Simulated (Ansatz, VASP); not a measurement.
## Two plane-wave programs on Cu

```xyz
1
Lattice="0.0000 1.7592 1.7592 1.7592 0.0000 1.7592 1.7592 1.7592 0.0000" Properties=species:S:1:pos:R:3 pbc="T T T"
Cu    0.0000    0.0000    0.0000
```

Alike in both runs: functional LDA; k mesh 20 × 20 × 20; occupations fermi-dirac, width 0.15 eV; no spin polarisation.

Ansatz relaxed the structure, and its values are those at the end. VASP's run is a single point on that final structure, the one shown.

```csv
,VASP,Ansatz
version,VASP 6.6.1,Ansatz 0.2.0
potentials or method,"VASP PAW LDA potentials, release 64 (Cu)","scalar-relativistic, plane waves, PAW"
plane-wave cutoff (eV),520,420
valence electrons in the cell,11,19
```

VASP gave:

- gap on the k mesh at the Fermi level (eV): none
- pressure (GPa): 0.9

**Question.** Which values does Ansatz return?

**Answer.** gap on the k mesh at the Fermi level (eV): none; pressure (GPa): 0.0.

A gap of «none» marks a metal or a gap that the smearing closes. The two sets of potentials don't hold the same shells in valence. Ansatz warned: «pseudo_functional_mismatch».
